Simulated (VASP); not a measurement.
# TiTe2 in VASP: work function with PBEsol

Aim: the work function of TiTe2 with PBEsol.

All numbers are computed with VASP 6.6.1; they aren't measurements. Logs are shortened: lines on timing, memory, paths and dates and some standing lists are left out, and cuts for length are marked.

## Step 1: Starting point

The cell holds a slab with vacuum, 6 atoms: a = 3.777 Å, b = 3.777 Å, c = 25.913 Å, α = 90.00°, β = 90.00°, γ = 120.00°.

## Step 2: Work function, PBEsol

The input, INCAR:

```
PREC     = Accurate       # precision mode
ENCUT    = 520            # plane-wave cutoff, eV
EDIFF    = 1E-7           # SCF threshold, eV
ISMEAR   = 1              # smearing method
SIGMA    = 0.1            # smearing width, eV
LREAL    = F              # projectors in reciprocal space
LASPH    = T              # aspherical terms in the spheres
NELM     = 60             # most SCF steps
ALGO     = Normal         # electronic algorithm
ISIF     = 2              # what is computed and relaxed
LWAVE    = F              # write WAVECAR
LCHARG   = T              # write CHGCAR
LDIPOL   = T            
IDIPOL   = 3            
DIPOL    = 0.5 0.5 0.500
GGA      = PS             # functional
LVHAR    = T            
LVACPOTAV= T            
KPAR     = 8
```

The input, KPOINTS:

```
Automatic mesh
0
Gamma
  10 10 1
```

The input, POSCAR:

```
TiTe2                                   
1.0
    3.7770000000      0.0000000000      0.0000000000
   -1.8885000000      3.2709779500      0.0000000000
    0.0000000000      0.0000000000     25.9133488000
  Te              Ti            
     4     2
Direct
     0.3333333332999970    0.6666666667000030    0.3107660764028350
     0.6666666667000030    0.3333333332999970    0.4417781446770308
     0.3333333332999970    0.6666666667000030    0.5582218553229691
     0.6666666667000030    0.3333333332999970    0.6892339235971652
     0.0000000000000000    0.0000000000000000    0.3767077288361644
     0.0000000000000000    0.0000000000000000    0.6232922711638358
```

Potentials or basis: VASP PAW PBE potentials, release 64 (Te, Ti_sv).

On the command line:

```bash
$ cat potpaw_PBE.64/Te/POTCAR potpaw_PBE.64/Ti_sv/POTCAR > POTCAR
$ mpirun -np 8 vasp_std > vasp.out
```

OUTCAR:

```text
PREC = Accurate
   ENCUT = 520
   EDIFF = 1E-7
   ISMEAR = 1
   LREAL = F
   LASPH = T
   NELM = 60
   ISIF = 2
   GGA = PS

 ion  position               nearest neighbor table
   1  0.333  0.667  0.311-   5 2.77   5 2.77   5 2.77
   2  0.667  0.333  0.442-   5 2.76   5 2.76   5 2.76
   3  0.333  0.667  0.558-   6 2.76   6 2.76   6 2.76
   4  0.667  0.333  0.689-   6 2.77   6 2.77   6 2.77
   5  0.000  0.000  0.377-   2 2.76   2 2.76   2 2.76   1 2.77   1 2.77   1 2.77
   6  0.000  0.000  0.623-   3 2.76   3 2.76   3 2.76   4 2.77   4 2.77   4 2.77

  LATTYP: Found a hexagonal cell.
 ALAT       =     3.7770000000
 C/A-ratio  =     6.8608283823

  Lattice vectors:

 A1 = (   3.7770000000,   0.0000000000,   0.0000000000)
 A2 = (  -1.8885000000,   3.2709779500,   0.0000000000)
 A3 = (   0.0000000000,   0.0000000000,  25.9133488000)

Analysis of symmetry for initial positions (statically):
=====================================================================
 Subroutine PRICEL returns:
 Original cell was already a primitive cell.

 Routine SETGRP: Setting up the symmetry group for a
 hexagonal supercell.

 Subroutine GETGRP returns: Found 12 space group operations
 (whereof 12 operations were pure point group operations)
 out of a pool of 24 trial point group operations.

The static configuration has the point symmetry D_3d.

Analysis of symmetry for dynamics (positions and initial velocities):
=====================================================================
 Subroutine PRICEL returns:
 Original cell was already a primitive cell.

 Routine SETGRP: Setting up the symmetry group for a
 hexagonal supercell.

 Subroutine GETGRP returns: Found 12 space group operations
 (whereof 12 operations were pure point group operations)
 out of a pool of 24 trial point group operations.

The dynamic configuration has the point symmetry D_3d.

 Subroutine INISYM returns: Found 12 space group operations
 (whereof 12 operations are pure point group operations),
 and found     1 'primitive' translations

----------------------------------------------------------------------------------------

                                     Primitive cell

  volume of cell :     320.1460

  direct lattice vectors                    reciprocal lattice vectors
     3.777000000  0.000000000  0.000000000     0.264760392  0.152859484  0.000000000
    -1.888500000  3.270977950  0.000000000     0.000000000  0.305718967  0.000000000
     0.000000000  0.000000000 25.913348800     0.000000000  0.000000000  0.038590149

  length of vectors
     3.777000000  3.777000000 25.913348800     0.305718967  0.305718967  0.038590149

  position of ions in fractional coordinates (direct lattice)
     0.333333333  0.666666667  0.310766076
     0.666666667  0.333333333  0.441778145
     0.333333333  0.666666667  0.558221855
     0.666666667  0.333333333  0.689233924
     0.000000000  0.000000000  0.376707729
     0.000000000  0.000000000  0.623292271

  ion indices of the primitive-cell ions
   primitive index   ion index
                 1           1
                 2           2
                 3           3
                 4           4
                 5           5
                 6           6

----------------------------------------------------------------------------------------

 KPOINTS: Automatic mesh

Automatic generation of k-mesh.
 Grid dimensions read from file:
 generate k-points for:   10   10    1

 Generating k-lattice:

  Cartesian coordinates                     Fractional coordinates (reciprocal lattice)
     0.026476039  0.015285948  0.000000000     0.100000000  0.000000000  0.000000000
     0.000000000  0.030571897  0.000000000     0.000000000  0.100000000  0.000000000
     0.000000000  0.000000000  0.038590149     0.000000000  0.000000000  1.000000000

  Length of vectors
     0.030571897  0.030571897  0.038590149

  Shift w.r.t. Gamma in fractional coordinates (k-lattice)
     0.000000000  0.000000000  0.000000000

 Subroutine IBZKPT returns following result:
 ===========================================

 Found     14 irreducible k-points:

 Following reciprocal coordinates:
            Coordinates               Weight
  0.000000  0.000000  0.000000      1.000000
  0.100000  0.000000  0.000000      6.000000
  0.200000  0.000000  0.000000      6.000000
  0.300000  0.000000  0.000000      6.000000
  0.400000  0.000000  0.000000      6.000000
  0.500000  0.000000  0.000000      3.000000
  0.100000  0.100000  0.000000      6.000000
  0.200000  0.100000  0.000000     12.000000
  0.300000  0.100000  0.000000     12.000000
  0.400000  0.100000  0.000000     12.000000
  0.200000  0.200000  0.000000      6.000000
  0.300000  0.200000  0.000000     12.000000
  0.400000  0.200000  0.000000      6.000000
  0.300000  0.300000  0.000000      6.000000
   k-points           NKPTS =     14   k-points in BZ     NKDIM =     14   number of bands    NBANDS=     28
   number of dos      NEDOS =    301   number of ions     NIONS =      6
   total plane-waves  NPLWV = 153664
   dimension x,y,z NGX =    28 NGY =   28 NGZ =  196
   dimension x,y,z NGXF=    56 NGYF=   56 NGZF=  392
   ions per type =               4   2
   NGX,Y,Z   is equivalent  to a cutoff of  12.32, 12.32, 12.57 a.u.
   NGXF,Y,Z  is equivalent  to a cutoff of  24.65, 24.65, 25.15 a.u.
 SYSTEM =  unknown system
   PREC   = accura    normal or accurate (medium, high low for compatibility)
   ISTART =      0    job   : 0-new  1-cont  2-samecut
   ICHARG =      2    charge: 1-file 2-atom 10-const
   ISPIN  =      1    spin polarized calculation?
   LNONCOLLINEAR =      F non collinear calculations
   LSORBIT =      F    spin-orbit coupling
   LASPH  =      T    aspherical Exc in radial PAW
   ENCUT  =  520.0 eV  38.22 Ry    6.18 a.u.   7.02  7.02 48.18*2*pi/ulx,y,z
   NELM   =     60;   NELMIN=  2; NELMDL= -5     # of ELM steps
   EDIFF  = 0.1E-06   stopping-criterion for ELM
   LREAL  =      F    real-space projection
   EDIFFG = 0.1E-05   stopping-criterion for IOM
   NSW    =      0    number of steps for IOM
   IBRION =     -1    ionic relax: 0-MD 1-quasi-New 2-CG
   NFREE  =      0    steps in history (QN), initial steepest desc. (CG)
   ISIF   =      2    stress and relaxation
   ISYM   =      2    0-nonsym 1-usesym 2-fastsym
   POTIM  = 0.5000    time-step for ionic-motion
   TEBEG  =    0.0;   TEEND  =   0.0 temperature during run
   PSTRESS=    0.0 pullay stress
   NELECT =      48.0000    total number of electrons
   NUPDOWN=      -1.0000    fix difference up-down
   EMIN   =  10.00;   EMAX   =-10.00  energy-range for DOS
   EFERMI =   0.00;   METHOD = LEGACY
   ISMEAR =     1;   SIGMA  =   0.10  broadening in eV -4-tet -1-fermi 0-gaus
   EFERMI_NEDOS =   21; number of points for ismear=-14 and -15
   IALGO  =     38    algorithm
   IMIX   =      4    mixing-type and parameters
     AMIX     =   0.40;   BMIX     =  1.00
     AMIX_MAG =   1.60;   BMIX_MAG =  1.00
  volume/ion in A,a.u.               =      53.36       360.08
  Fermi-wavevector in a.u.,A,eV,Ry     =   0.869706  1.643506 10.291294  0.756389
  Thomas-Fermi vector in A             =   1.988567
   LORBIT       =      0    0 simple, 1 ext, 2 COOP (PROOUT), +10 PAW based schemes
   GGA     = PS    functional components
   LHFCALC =     F    Hartree Fock is set to
   AEXX    =    0.0000 exact exchange contribution
   IVDW    =     0    specifies the selected vdW correction
   LEPSILON=     F    determine dielectric tensor
   LRPA    =     F    only Hartree local field effects (RPA)
 non-spin polarized calculation
 Methfessel and Paxton  Order N= 1 SIGMA  =   0.10
  energy-cutoff  :      520.00
  volume of cell :      320.15
 maximum number of plane-waves:      8661
 NGX is ok and might be reduce to    28
   NGX = 13   NGY = 13   NGZ = 97

 number of electron      47.9999997 magnetization

 dipolmoment           0.000000      0.000000     -0.000000 electrons x Angstroem

 Free energy of the ion-electron system (eV)
  ---------------------------------------------------
  ext. energy  EPLUGINS =         0.00000000
  ---------------------------------------------------
  free energy    TOTEN  =       -34.85168251 eV

  energy without entropy =      -34.84931176  energy(sigma->0) =      -34.85089226

 E-fermi :   0.8293     XC(G=0):  -5.4209

 val. band max:        0.7110179307   @ k =   0.4000   0.0000   0.0000
 cond. band min:       0.8339327980   @ k =   0.5000   0.0000   0.0000
 fundamental gap:      0.1229148674
 Fermi energy:         0.8293286711

 k-point     1 :       0.0000    0.0000    0.0000
  band No.  band energies     occupation
      1     -56.4148      2.00000
      2     -56.4148      2.00000
      3     -32.7694      2.00000
      4     -32.7694      2.00000
      5     -32.7694      2.00000
      6     -32.7694      2.00000
[... 20 lines left out ...]
     27       1.7472     -0.00000
     28       1.8674     -0.00000

 k-point     2 :       0.1000    0.0000    0.0000
  band No.  band energies     occupation
      1     -56.4145      2.00000
      2     -56.4145      2.00000
      3     -32.7736      2.00000
      4     -32.7736      2.00000
      5     -32.7704      2.00000
      6     -32.7704      2.00000
[... 20 lines left out ...]
     27       1.9385     -0.00000
     28       2.0026     -0.00000

 k-point     3 :       0.2000    0.0000    0.0000
  band No.  band energies     occupation
      1     -56.4138      2.00000
      2     -56.4138      2.00000
      3     -32.7843      2.00000
      4     -32.7843      2.00000
      5     -32.7728      2.00000
      6     -32.7728      2.00000
[... 20 lines left out ...]
     27       2.0069     -0.00000
     28       2.1490     -0.00000

 k-point     4 :       0.3000    0.0000    0.0000
  band No.  band energies     occupation
      1     -56.4128      2.00000
      2     -56.4128      2.00000
      3     -32.7976      2.00000
      4     -32.7976      2.00000
      5     -32.7759      2.00000
      6     -32.7759      2.00000
[... 20 lines left out ...]
     27       2.0813     -0.00000
     28       2.0976     -0.00000

 k-point     5 :       0.4000    0.0000    0.0000
  band No.  band energies     occupation
      1     -56.4120      2.00000
      2     -56.4120      2.00000
      3     -32.8082      2.00000
      4     -32.8082      2.00000
      5     -32.7783      2.00000
      6     -32.7783      2.00000
[... 20 lines left out ...]
     27       1.9954     -0.00000
     28       2.0315     -0.00000

 k-point     6 :       0.5000    0.0000    0.0000
  band No.  band energies     occupation
      1     -56.4117      2.00000
      2     -56.4117      2.00000
      3     -32.8123      2.00000
      4     -32.8123      2.00000
      5     -32.7793      2.00000
      6     -32.7793      2.00000
[... 153 lines left out ...]
      5     -32.7813      2.00000
      6     -32.7812      2.00000
[... 20 lines left out ...]
     27       1.8669     -0.00000
     28       2.1144     -0.00000

 k-point    12 :       0.3000    0.2000    0.0000
  band No.  band energies     occupation
      1     -56.4117      2.00000
      2     -56.4117      2.00000
      3     -32.8052      2.00000
      4     -32.8052      2.00000
      5     -32.7864      2.00000
      6     -32.7864      2.00000
[... 20 lines left out ...]
     27       1.9016     -0.00000
     28       2.0957     -0.00000

 k-point    13 :       0.4000    0.2000    0.0000
  band No.  band energies     occupation
      1     -56.4115      2.00000
      2     -56.4115      2.00000
      3     -32.8070      2.00000
      4     -32.8070      2.00000
      5     -32.7886      2.00000
      6     -32.7886      2.00000
[... 20 lines left out ...]
     27       2.0227     -0.00000
     28       2.0731     -0.00000

 k-point    14 :       0.3000    0.3000    0.0000
  band No.  band energies     occupation
      1     -56.4114      2.00000
      2     -56.4114      2.00000
      3     -32.8027      2.00000
      4     -32.8027      2.00000
      5     -32.7945      2.00000
      6     -32.7945      2.00000
[... 20 lines left out ...]
     27       1.8813     -0.00000
     28       2.0428     -0.00000

------------------------ aborting loop because EDIFF is reached ----------------------------------------

  FORCE on cell =-STRESS in cart. coord.  units (eV):
  Direction    XX          YY          ZZ          XY          YZ          ZX
  --------------------------------------------------------------------------------------
  -------------------------------------------------------------------------------------
  Total       -2.4763823     -2.4763823     -0.0701184      0.0000000      0.0000000      0.0000000
  in kB      -12.3931051    -12.3931051     -0.3509092      0.0000000      0.0000000      0.0000000
  external PRESSURE =      -8.3790398 kB  Pullay stress =       0.0000000 kB

 VOLUME and BASIS-vectors are now :
 -----------------------------------------------------------------------------
  energy-cutoff  :      520.00
  volume of cell :      320.15
      direct lattice vectors                 reciprocal lattice vectors
     3.777000000  0.000000000  0.000000000     0.264760392  0.152859484  0.000000000
    -1.888500000  3.270977950  0.000000000     0.000000000  0.305718967  0.000000000
     0.000000000  0.000000000 25.913348800     0.000000000  0.000000000  0.038590149

 POSITION                                       TOTAL-FORCE (eV/Angst)
 -----------------------------------------------------------------------------------
     -0.00000      2.18065      8.05299        -0.000000     -0.000000     -0.001325
      1.88850      1.09033     11.44795        -0.000000     -0.000000     -0.000620
     -0.00000      2.18065     14.46540        -0.000000      0.000000      0.000620
      1.88850      1.09033     17.86036         0.000000      0.000000      0.001325
      0.00000      0.00000      9.76176         0.000000      0.000000      0.009892
      0.00000      0.00000     16.15159         0.000000      0.000000     -0.009892
 -----------------------------------------------------------------------------------
    total drift:                               -0.000000     -0.000000     -0.000000

  FREE ENERGIE OF THE ION-ELECTRON SYSTEM (eV)
  ---------------------------------------------------
  free  energy   TOTEN  =       -34.8516825107 eV

  energy  without entropy=      -34.8493117583  energy(sigma->0) =      -34.85089226

 vacuum level on the upper side and lower side of the slab         5.839         5.839
```

It took 2.1 min on 8 MPI ranks of Intel Xeon Platinum 8375C at 2.90GHz (Ice Lake), shared host; peak memory 0.48 GiB.

What came out:

```yaml
Free_energy: -34.8517 eV
Largest_force: 0.010 eV/Å
Band_gap_on_the_k_mesh: none (metal or under the smearing width)
Work_function_of_the_upper_face: 5.01 eV
Work_function_of_the_lower_face: 5.01 eV
```

Forces on the atoms (eV/Å):
```
Te   0.000  0.000 -0.001
Te   0.000  0.000 -0.001
Te   0.000  0.000  0.001
Te   0.000  0.000  0.001
Ti   0.000  0.000  0.010
Ti   0.000  0.000 -0.010
```

Caveat: the PAW data sets were made with another functional, which shifts forces and pressure a little.
